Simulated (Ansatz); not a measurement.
# Is the response still linear at 0.3 V/Å? 2H-MoSSe 6 layers, 2H (AA')

The dipole of a slab grows in proportion to a weak field along its normal. Does the weak-field slope carry to a strong field?

Set-up. Ansatz 0.2.0, plane waves with PAW datasets (its set soft_2), PBE-D3(BJ); atoms held at their relaxed places, 18 Å of vacuum, dipole correction, cell area 8.94 Å², 18×18 k-points, smearing 0.02585 eV. Without field the slab has no gap over 0.05 eV.

```
  run  field (V/Å)  dipole (e·Å)
run 1        −0.10      −0.28405
run 2         0.00      −0.10552
run 3         0.10       0.07322
run 4         0.30             ?
```

**Question.** What value belongs in the row marked “?”, and how far can the other rows tell?

A least-squares line through the 3 rows shown has slope 1.786350 and intercept −0.105450; no row lies more than 0.00007 e·Å off it. A perfect conductor with that slope would be 180.95 × 1.78635 / 8.94 = 36.16 Å thick. At 0.30 it gives 1.786350 × 0.30 + (−0.105450) = 0.43046 e·Å, beyond the rows fitted. Rounding and scatter of the rows alone allow about ±0.00021 e·Å there.

The run itself gives 0.43083 e·Å: a miss of +0.00037 e·Å. That is under 1 % of the induced dipole, so the response is still linear.

Caveats: Ions are held, so this is the electronic response. Of the series that stay linear within 1 %, this collection keeps about one in seven, and it keeps all that bend. With a small gap or none the response hangs on mesh and smearing, which were not varied here.

[Logs are printed without paths, hosts, clocks, repeated set-up lines and the standing remarks that a program may print on its own settings, such as how far it seeks lower states.]
